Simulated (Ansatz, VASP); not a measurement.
# Cross-check of W (linear W chain) between VASP and Ansatz

Wanted: the spread between two codes on one cell, functional and k mesh. The structure shown is the end of the Ansatz relaxation below.

Method: plane waves, with VASP 6.6.1 beside it; single point at PBE and single point at PBEsol, in Ansatz 0.2.0.

### 1. Starting point

The cell holds 1 atom: 1 W. Cell: a = 7.500 Å, b = 7.500 Å, c = 2.292 Å, α = 90.0°, β = 90.0°, γ = 90.0°. Vacuum lies along a and b. The structure's axis is c.

### 2. Ansatz: relaxation, PBE

Ansatz runs on its default PAW (the set named soft_2) files.

This run makes the geometry at which the two programs are then compared.

input.yaml reads:

```yaml
crystal:
  lattice:
    - [7.5, 0.0, 0.0]
    - [0.0, 7.5, 0.0]
    - [0.0, 0.0, 3.0132]
  atoms:
    - { symbol: W, position: [0.5, 0.5, 0.0] }
kpoints:
  mp_grid: { grid: [1, 1, 27] }
scf:
  occupations: { method: fermi_dirac, width: 0.05 }
hamiltonian:
  xc: pbe
relax:
  cell: { fix: [a, b, alpha, beta, gamma] }
  max_steps: 60
```

Run with:

```
> ansatz run input.yaml --threads 4 --pin off --max-ram 8192MiB --backend cpu --events-out ev --progress --plain --runs-dir out
```

Numbers of over 12 decimals in the logs are rounded to 6 here.

What it wrote:

```text
Engine: ansatz 0.2.0, aarch64-unknown-linux-gnu
Pseudopotentials: kind: paw
Pseudopotential: W, paw, valence charge 14, recommended cutoff 420 eV (normal), W.paw.azcp
Functional definition: PBE
  parameter kappa = 0.804
  parameter beta = 0.066725
  exchange = pbe_x(kappa = kappa, mu = beta*pi^2/3)
  correlation = pbe_c(beta = beta)
Crystal: 1 atoms, lattice volume = 169.493 Å³
Basis set: ecut = 420 eV, 3323 PW (Γ), exchange–correlation on 108×108×48 points (8 copies of the dense FFT grid, shifted against one another)
Bands: 11, of which v1, the nominal top of the filled ones, is band 7 counted from 1 (6 counted from 0)
Symmetry: 16 space group operations
Space group: P4/mmm (ITA 123), of the structure as read, at distance tolerance 5.5e-5 Å
k-points: 14 of 27
Non-local potential: W, projectors of the file, l = 0: 3, l = 1: 2, l = 2: 2, l = 3: 1
PAW form: soft (Blöchl's): semilocal exchange-correlation on the pseudo side does not see the compensation charge
PAW one-centre angular grid: W, 590 points (default); XC on 64 Gauss nodes
Initial density: superposition of atomic densities (neutral atoms: chi_scale 0, normalization atom), corrected by the library's trained network
Initial wavefunctions: pseudopotential atomic-orbital guess
Functional: x = pbe(κ = 0.804, μ = 0.219515), c = pbe(β = 0.066725)
SCF iter   1: F=—  HF=-10376.947132 eV  |F-HF|=—  |Δ(HF+E_count)|=         —  Δρ=3.90e-3  dr2=1.53e-2  ethr=1.77e-3  ⟨swp⟩=5.3  Hψ=872  notcnv=0
preconditioner: auto → LDOS  [metal: Δε(μ)=0.020 eV  Ē_g=2.442 eV  σ=0.050 eV  W_gap=0.10  n_scr=12 (ndim 8)  ℏωp=7.0 eV  f_vac=0.610  D(μ)=7.26/eV (n_scr^D=62)  β→1.0]
SCF iter   2: F=—  HF=-10376.946153 eV  |F-HF|=—  |Δ(HF+E_count)|=   9.80e-4  Δρ=2.02e-3  dr2=5.28e-3  ethr=1.09e-4  ⟨swp⟩=2.3  Hψ=358  notcnv=0
SCF iter   3: F=—  HF=-10376.945710 eV  |F-HF|=—  |Δ(HF+E_count)|=   4.42e-4  Δρ=6.60e-4  dr2=6.31e-4  ethr=3.77e-5  ⟨swp⟩=2.4  Hψ=268  notcnv=0
SCF iter   4: F=—  HF=-10376.945634 eV  |F-HF|=—  |Δ(HF+E_count)|=   7.61e-5  Δρ=1.79e-4  dr2=6.31e-5  ethr=4.51e-6  ⟨swp⟩=1.1  Hψ=160  notcnv=0
SCF iter   5: F=—  HF=-10376.945636 eV  |F-HF|=—  |Δ(HF+E_count)|=   1.88e-6  Δρ=3.67e-5  dr2=2.03e-6  ethr=4.51e-7  ⟨swp⟩=2.2  Hψ=196  notcnv=0
SCF iter   6: F=—  HF=-10376.945637 eV  |F-HF|=—  |Δ(HF+E_count)|=   1.35e-6  Δρ=8.88e-6  dr2=3.55e-7  ethr=1.45e-8  ⟨swp⟩=2.5  Hψ=249  notcnv=0
SCF iter   7: F=-10376.945637 eV  HF=-10376.945637 eV  |F-HF|=3.75e-9  |Δ(HF+E_count)|=   4.51e-8  Δρ=2.32e-6  dr2=1.95e-8  ethr=7.14e-10  ⟨swp⟩=4.7  Hψ=494  notcnv=0
SCF 1 converged in 7 iterations: F = -10376.945637 eV  dr2 = 1.95e-8
  greatest PAW one-centre occupation: 0.999 electrons in one spin orbital (limit 2), on the W atom at site 0 (counted from 0), in its partial waves of l = 0
relax step   1: F+E_penalty+E_count = -10376.94563730 eV  Δ(F+E_penalty+E_count) = +0.000e0 eV  max|allowed force component| = 0.000e0 eV/Å  Δτ_max = 0.0000 Å  P = -3.590 GPa  Ω = 169.493 Å³  fix = [a, b, alpha, beta, gamma]  reactions: a -0.225, b -0.225 GPa  (7 SCF iters, dr2 threshold 1.00e-7 eV, accepted)
[...]
relax step   5: F+E_penalty+E_count = -10378.97763166 eV  Δ(F+E_penalty+E_count) = -4.054e-1 eV  max|allowed force component| = 0.000e0 eV/Å  Δτ_max = 0.0000 Å  P = -2.135 GPa  Ω = 136.441 Å³  energy of the carried Pulay correction = +8.747e-4 eV  fix = [a, b, alpha, beta, gamma]  reactions: a -0.233, b -0.233 GPa  (7 SCF iters, dr2 threshold 1.00e-7 eV, accepted)
[...]
relax step   6: F+E_penalty+E_count = -10379.12180548 eV  Δ(F+E_penalty+E_count) = -1.442e-1 eV  max|allowed force component| = 0.000e0 eV/Å  Δτ_max = 0.0000 Å  P = +0.137 GPa  Ω = 127.967 Å³  energy of the carried Pulay correction = +1.169e-3 eV  fix = [a, b, alpha, beta, gamma]  reactions: a -0.231, b -0.231 GPa  (7 SCF iters, dr2 threshold 1.00e-7 eV, accepted)
[...]
relax step   7: F+E_penalty+E_count = -10379.12429827 eV  Δ(F+E_penalty+E_count) = -2.493e-3 eV  max|allowed force component| = 0.000e0 eV/Å  Δτ_max = 0.0000 Å  P = -0.094 GPa  Ω = 128.735 Å³  energy of the carried Pulay correction = +1.140e-3 eV  fix = [a, b, alpha, beta, gamma]  reactions: a -0.232, b -0.232 GPa  (4 SCF iters, dr2 threshold 1.00e-7 eV, accepted)
[...]
relax step   8: F+E_penalty+E_count = -10379.12440696 eV  Δ(F+E_penalty+E_count) = -1.087e-4 eV  max|allowed force component| = 0.000e0 eV/Å  Δτ_max = 0.0000 Å  P = -0.154 GPa  Ω = 128.938 Å³  energy of the carried Pulay correction = +1.133e-3 eV  fix = [a, b, alpha, beta, gamma]  reactions: a -0.232, b -0.232 GPa  (4 SCF iters, dr2 threshold 8.25e-8 eV, accepted)
[...]
relax step   9: F+E_penalty+E_count = -10379.12383581 eV  Δ(F+E_penalty+E_count) = +5.712e-4 eV  max|allowed force component| = 0.000e0 eV/Å  Δτ_max = 0.0000 Å  P = -0.157 GPa  Ω = 128.938 Å³  fix = [a, b, alpha, beta, gamma]  reactions: a -0.234, b -0.234 GPa  stress off target by 2.54e-3 GPa on what of the cell is left free  SCF on the basis re-selected at this cell (its energy is not comparable with the rows above)  (7 SCF iters)
basis re-selected at this cell: Δ(F+E_penalty+E_count) = +5.712e-4 eV, ΔP = -0.003 GPa vs the last step (what re-selecting the basis moved, of the pressure what is left beyond the Pulay correction that the steps carried, after the strain that the cell walked since its last selection, with what the two solves' SCF thresholds leave and, on support functions, any second-order correction that the steps lacked; it is no measure of the basis error at this ecutwfc). The dense FFT grid was sized anew with the basis: this SCF ran on 54×54×16 points, the steps before it on 54×54×24, so part of this shift can come from that change (see relax.cell in the input reference). [rest of the remark cut]
SCF converged after 7 iterations
Free energy (F): -10379.123836 eV
Harris-Foulkes:  -10379.123836 eV  (|F-HF|=3.64e-12)
Internal energy: -10379.100273 eV  (E = F + TS)
E sigma→0 (E₀):  -10379.112054 eV
Entropy (-TS):   -0.023563 eV (-23.563 meV/atom)
Fermi energy:    -1.337920 eV
--- Per-component energies (eV) ---
  E_band       = -403.686714
  E_kinetic    = 445.760951
  E_local      = -2920.492564  (includes V_loc(G=0)·N_el)
  E_nonlocal   = 6.677125
  E_hartree    = 1211.036162
  E_xc         = -261.475278
  E_vxc        = -231.499828  (∫ρ·V_xc dr)
  E_paw        = -8563.767490  (= ΣΔE_a)
  E_vpaw       = -126.204650  (= ΣTr[D̂ρ^β])
  E_aug_tail   = -0.000062  (compensation charges beyond the density's cutoff)
  E_ewald      = -296.839117
  E_smearing   = -0.023563  (= −TS)
  E_closure    = -0.000000  (closes the sum)
  Σ components = -10379.123836   (vs F -10379.123836, Δ=0.00e0)
--- Forces (eV/Å), atoms counted from 1 ---
  atom   1  W      0.00000000    -0.00000000     0.00000000
  max |Σ_I F_I| component: 1.26e-29 eV/Å
--- Stress (GPa, compression-positive) ---
       -0.233761       0.000000       0.000000
        0.000000      -0.233761       0.000000
        0.000000       0.000000      -0.002542
  P = ⅓ Tr σ = -0.1567 GPa (-1.567 kbar)
--- Relaxed structure (8 steps of the walk, 8 accepted, 1 SCFs on fresh bases) ---
  F+E_penalty+E_count = -10379.12383581 eV   max|allowed force component| = 0.000e0 eV/Å   (the final SCF, on the basis selected at the relaxed cell)
  cell:  # Å, volume = 128.9378 Å³
    - [7.5, 0.0, 0.0]
    - [0.0, 7.5, 0.0]
    - [0.0, 0.0, 2.292227]
  atoms:
    - { symbol: W, position: [0.5, 0.5, 0.0] }
```

Reading the cycles: dr2 is the Hartree energy of the density residual (eV), the measure of convergence; HF is the Harris–Foulkes estimate of the energy, which meets the free energy F at convergence.

### 3. VASP: single point, PBE

The same cell, functional, mesh and smearing now go to VASP, with its own data sets.

Lines of VASP's logs that name or quote its potential files are left out, and so is its time.

INCAR reads:

```
SYSTEM = W
PREC = Accurate
ENCUT = 600
EDIFF = 1E-06
NELM = 120
ISMEAR = -1
SIGMA = 0.05
LREAL = .FALSE.
ALGO = Normal
GGA = PE
NBANDS = 9
LASPH = .TRUE.
LORBIT = 11
LWAVE = .FALSE.
LCHARG = .FALSE.
ISIF = 2
GGA_COMPAT = .FALSE.
```

POSCAR reads:

```
W
1.0
    7.5000000000      0.0000000000      0.0000000000
    0.0000000000      7.5000000000      0.0000000000
    0.0000000000      0.0000000000      2.2922273991
W
1
Direct
    0.5000000000      0.5000000000      0.0000000000
```

KPOINTS reads:

```
Automatic mesh
0
Gamma
1 1 27
0 0 0
```

Potentials, in the order of the species: W (PBE family, release 64).

Run with:

```
> mpirun -np 1 vasp_std
```

What it wrote:

```text
[banner, memory and clock lines left out]
running    1 mpi-ranks, on    1 nodes
 distrk:  each k-point on    1 cores,    1 groups
 distr:  one band on    1 cores,    1 groups

 POSCAR found type information on POSCAR W
 POSCAR found :  1 types and       1 ions
 LDA part: xc-table for (Slater+PW92), standard interpolation
 POSCAR, INCAR and KPOINTS ok, starting setup
 FFT: planning ... GRIDC
 FFT: planning ... GRID_SOFT
 FFT: planning ... GRID
 WAVECAR not read
 entering main loop
       N       E                     dE             d eps       ncg     rms          rms(c)
DAV:   1     0.207105050485E+02    0.20711E+02   -0.19159E+03   252   0.486E+02
DAV:   2    -0.582981903516E+01   -0.26540E+02   -0.22982E+02   434   0.621E+01
DAV:   3    -0.778937098734E+01   -0.19596E+01   -0.18216E+01   271   0.248E+01
DAV:   4    -0.781500688239E+01   -0.25636E-01   -0.25604E-01   338   0.294E+00
DAV:   5    -0.781512916033E+01   -0.12228E-03   -0.12223E-03   349   0.179E-01    0.992E+00
DAV:   6    -0.751992567413E+01    0.29520E+00   -0.10957E-01   257   0.198E+00    0.575E+00
DAV:   7    -0.741426781216E+01    0.10566E+00   -0.26694E-01   254   0.285E+00    0.873E-01
DAV:   8    -0.741067527187E+01    0.35925E-02   -0.51353E-03   322   0.466E-01    0.808E-01
DAV:   9    -0.739489109257E+01    0.15784E-01   -0.15618E-02   253   0.604E-01    0.416E-01
DAV:  10    -0.739518742679E+01   -0.29633E-03   -0.14760E-03   280   0.238E-01    0.228E-01
DAV:  11    -0.739465410027E+01    0.53333E-03   -0.80718E-04   257   0.154E-01    0.382E-02
DAV:  12    -0.739468334439E+01   -0.29244E-04   -0.27945E-05   259   0.357E-02    0.296E-02
DAV:  13    -0.739470661948E+01   -0.23275E-04   -0.73459E-05   252   0.578E-02    0.215E-02
DAV:  14    -0.739470102313E+01    0.55963E-05   -0.22367E-05   254   0.300E-02    0.150E-02
DAV:  15    -0.739470054461E+01    0.47852E-06   -0.39261E-06   252   0.153E-02
   1 F= -.73947005E+01 E0= -.73823332E+01  d E =-.247347E-01
```

From OUTCAR (step 3):

```text
ion  position               nearest neighbor table
   1  0.500  0.500  0.000-

  LATTYP: Found a simple tetragonal cell.
 ALAT       =     7.5000000000
 C/A-ratio  =     0.3056303199

 Subroutine GETGRP returns: Found 16 space group operations
 (whereof 16 operations were pure point group operations)

The static configuration has the point symmetry D_4h.

 Found     14 irreducible k-points:

   k-points           NKPTS =     14   k-points in BZ     NKDIM =     14   number of bands    NBANDS=      9

   dimension x,y,z NGX =    60 NGY =   60 NGZ =   18
   dimension x,y,z NGXF=   120 NGYF=  120 NGZF=   36

   ENCUT  =  600.0 eV  44.10 Ry    6.64 a.u.  14.98 14.98  4.58*2*pi/ulx,y,z

   NELECT =       6.0000    total number of electrons

 k-points in reciprocal lattice and weights: Automatic mesh
   0.00000000  0.00000000  0.00000000       0.037
   0.00000000  0.00000000  0.03703704       0.074
   0.00000000  0.00000000  0.07407407       0.074
   0.00000000  0.00000000  0.11111111       0.074
   0.00000000  0.00000000  0.14814815       0.074
   0.00000000  0.00000000  0.18518519       0.074
   0.00000000  0.00000000  0.22222222       0.074
   0.00000000  0.00000000  0.25925926       0.074
   0.00000000  0.00000000  0.29629630       0.074
[...]
0.00000000  0.00000000  0.44444444       0.074
   0.00000000  0.00000000  0.48148148       0.074

 average (electrostatic) potential at core
       1 -48.4132

 E-fermi :  -3.1727

 k-point     1 :       0.0000    0.0000    0.0000
  band No.  band energies     occupation
      1      -8.2982      2.00000
      2      -5.2693      2.00000
      3      -3.8421      2.00000
      4      -3.8150      1.99999
      5      -1.0446      0.00000
      6      -1.0446      0.00000
      7       1.1167      0.00000
      8       2.4549      0.00000
      9       2.6123      0.00000

 k-point     2 :       0.0000    0.0000    0.0370
  band No.  band energies     occupation
      1      -8.1558      2.00000
      2      -5.2298      2.00000
      3      -3.8164      1.99999
      4      -3.7895      1.99999
      5      -1.0832      0.00000
      6      -1.0832      0.00000
      7       1.1549      0.00000
      8       2.4739      0.00000
      9       2.4909      0.00000

 k-point     3 :       0.0000    0.0000    0.0741
  band No.  band energies     occupation
      1      -7.7358      2.00000
      2      -5.1097      2.00000
      3      -3.7399      1.99998
      4      -3.7138      1.99996
      5      -1.2202      0.00000
      6      -1.2202      0.00000
      7       1.2694      0.00000
      8       2.1751      0.00000
      9       2.1751      0.00000

  Total       -0.1810832     -0.1810832     -1.8976499      0.0000000      0.0000000      0.0000000
  in kB       -2.2501345     -2.2501345    -23.5801432      0.0000000      0.0000000      0.0000000
  external PRESSURE =      -9.3601374 kB  Pullay stress =       0.0000000 kB

  energy-cutoff  :      600.00
  volume of cell :      128.94
      direct lattice vectors                 reciprocal lattice vectors
     7.500000000  0.000000000  0.000000000     0.133333333  0.000000000  0.000000000
     0.000000000  7.500000000  0.000000000     0.000000000  0.133333333  0.000000000
     0.000000000  0.000000000  2.292227399     0.000000000  0.000000000  0.436256892

 POSITION                                       TOTAL-FORCE (eV/Angst)
 -----------------------------------------------------------------------------------
      3.75000      3.75000      0.00000         0.000000      0.000000      0.000000
 -----------------------------------------------------------------------------------
    total drift:                                0.000000      0.000000     -0.000000

  FREE ENERGIE OF THE ION-ELECTRON SYSTEM (eV)
  ---------------------------------------------------
  free  energy   TOTEN  =        -7.3947005446 eV

  energy  without entropy=       -7.3699658186  energy(sigma->0) =       -7.38233318

 total charge
# of ion       s       p       d       tot
------------------------------------------
    1        0.719   0.216   4.247   5.183

[... 3 further parts left out ...]
```

### 4. Side by side

Known differences besides the potentials themselves: the data sets hold 14 valence electrons in Ansatz (on its default PAW (the set named soft_2) files) and 6 in VASP; the cutoff is 420 eV in Ansatz and 600 eV in VASP; Ansatz's pressure holds a Pulay correction, VASP's none. Total energies have different zeros and are not compared.

Both answers:

```
      quantity  Ansatz   VASP  difference
pressure (GPa)   -0.16  -0.94       +0.78
```

### 5. Ansatz: relaxation, PBEsol

This run makes the geometry at which the two programs are then compared. The cell compared in this pair holds 127.24 Å³, against 128.94 Å³ for the pair before.

The structure compared here is the end of the Ansatz relaxation.

input.yaml, the sections that differ from step 2:

```yaml
crystal:
  lattice:
    - [7.5, 0.0, 0.0]
    - [0.0, 7.5, 0.0]
    - [0.0, 0.0, 3.0132]
  atoms:
    - { symbol: W, position: [0.5, 0.5, 0.0], spin: 2.0 }
magnetization:
  spin_polarized: true
hamiltonian:
  xc: pbesol
# kpoints, scf, relax: as in step 2
```

Run with:

```
> ansatz run input.yaml --threads 4 --pin off --max-ram 8192MiB --backend cpu --events-out ev --progress --plain --runs-dir out
```

What it wrote:

```text
[...]
Crystal: 1 atoms, lattice volume = 169.493 Å³
Basis set: ecut = 420 eV, 3323 PW (Γ), exchange–correlation on 108×108×48 points (8 copies of the dense FFT grid, shifted against one another)
Bands: 12, of which v1, the nominal top of the filled ones, is band 7 counted from 1 (6 counted from 0)
[... 1 set-up line as in the run before ...]
[...]
-0.221197       0.000000       0.000000
        0.000000      -0.221197       0.000000
        0.000000       0.000000      -0.007611
  P = ⅓ Tr σ = -0.1500 GPa (-1.500 kbar)
--- Relaxed structure (8 steps of the walk, 8 accepted, 1 SCFs on fresh bases) ---
[...]
cell:  # Å, volume = 127.2370 Å³
    - [7.5, 0.0, 0.0]
    - [0.0, 7.5, 0.0]
    - [0.0, 0.0, 2.261991]
  atoms:
    - { symbol: W, position: [0.5, 0.5, 0.0] }
[key lines of the parts left out:]
SCF converged after 7 iterations
Magnetization: -0.0000 μB (7.0000 up, 7.0000 down)
Free energy (F): -10250.436821 eV
Fermi energy:    -1.391023 eV
```

### 6. VASP: single point, PBEsol

The same cell, functional, mesh and smearing now go to VASP, with its own data sets.

INCAR, as its differences from that of step 3:

```diff
@@ -4,3 +4,3 @@
 EDIFF = 1E-06
-NELM = 120
+NELM = 200
 ISMEAR = -1
@@ -9,5 +9,8 @@
 ALGO = Normal
-GGA = PE
+GGA = PS
 NBANDS = 9
+ISPIN = 2
+MAGMOM = -0
 LASPH = .TRUE.
+LMAXMIX = 4
 LORBIT = 11
```

POSCAR, as its differences from that of step 3:

```diff
@@ -4,3 +4,3 @@
     0.0000000000      7.5000000000      0.0000000000
-    0.0000000000      0.0000000000      2.2922273991
+    0.0000000000      0.0000000000      2.2619914685
 W
```

KPOINTS is that of step 3.

Run with:

```
> mpirun -np 1 vasp_std
```

What it wrote:

```text
[banner, memory and clock lines left out]
running    1 mpi-ranks, on    1 nodes
[...]
|                                                                             |
|               ----> ADVICE to this user running VASP <----                  |
|                                                                             |
|     You enforced a specific xc type in the INCAR file but a different       |
|     [... a line on the potential file left out ...]
|     I HOPE YOU KNOW WHAT YOU ARE DOING!                                     |
|                                                                             |

 LDA part: xc-table for (Slater+PW92), standard interpolation
 POSCAR, INCAR and KPOINTS ok, starting setup
[...]
entering main loop
       N       E                     dE             d eps       ncg     rms          rms(c)
DAV:   1     0.217108869440E+02    0.21711E+02   -0.19741E+03   504   0.496E+02
DAV:   2    -0.655706074137E+01   -0.28268E+02   -0.24680E+02   893   0.632E+01
DAV:   3    -0.826008942897E+01   -0.17030E+01   -0.16821E+01   555   0.251E+01
DAV:   4    -0.827868037378E+01   -0.18591E-01   -0.18505E-01   703   0.265E+00
[...]
DAV:  18    -0.783338092266E+01    0.17445E-05   -0.34827E-06   508   0.125E-02    0.775E-03
DAV:  19    -0.783337990916E+01    0.10135E-05   -0.78471E-07   453   0.524E-03    0.313E-03
DAV:  20    -0.783337980373E+01    0.10542E-06   -0.20114E-07   356   0.312E-03
   1 F= -.78333798E+01 E0= -.78220173E+01  d E =-.227251E-01  mag=     0.0000
```

Parts of OUTCAR (step 6):

```text
  Total       -0.1754973     -0.1754973     -2.0733666     -0.0000000      0.0000000      0.0000000
  in kB       -2.2098740     -2.2098740    -26.1079750     -0.0000000      0.0000000      0.0000000
  external PRESSURE =     -10.1759076 kB  Pullay stress =       0.0000000 kB

  FREE ENERGIE OF THE ION-ELECTRON SYSTEM (eV)
  ---------------------------------------------------
  free  energy   TOTEN  =        -7.8333798037 eV

  energy  without entropy=       -7.8106546977  energy(sigma->0) =       -7.82201725

 magnetization (x)
# of ion       s       p       d       tot
------------------------------------------
    1        0.000   0.000   0.000   0.000

[... 2 parts as in an earlier step ...]

[... 2 further parts left out ...]
[key lines of the parts left out:]
E-fermi :  -3.2457
```

### 7. Differences

What differs besides the data sets and the points named for the pairs above, as far as they apply: the data sets hold 14 valence electrons in Ansatz (on its default PAW (the set named soft_2) files) and 6 in VASP; Ansatz makes its cores anew for this functional, VASP keeps those of its PBE data sets. Total energies have different zeros and are not compared.

Both answers:

```
      quantity  Ansatz   VASP  difference
pressure (GPa)   -0.15  -1.02       +0.87
```

### 8. Summary of results

| Item | Value |
| --- | --- |
| difference in pressure (single point, PBE) | 0.78 GPa |
| difference in pressure (single point, PBEsol) | 0.87 GPa |

In words: The difference in pressure is 0.87 GPa (single point, PBEsol), within the 1 GPa picked in this series as the mark of a large difference. The data sets hold unlike numbers of valence electrons (14 in Ansatz and 6 in VASP), so part of the differences comes from the potentials. How closely two codes agree says nothing of how well the functional describes the real material.

[Lines on the potential files, build, host, timing and source positions are cut from VASP's logs without a mark.]

[Logs are printed without paths, hosts, clocks, repeated set-up lines and the standing remarks that a program may print on its own settings, such as how far it seeks lower states.]

[Hosts, paths, dates, database ids (printed as entryN), source tags and the programs' standing remarks are cut or masked in the printed files.]
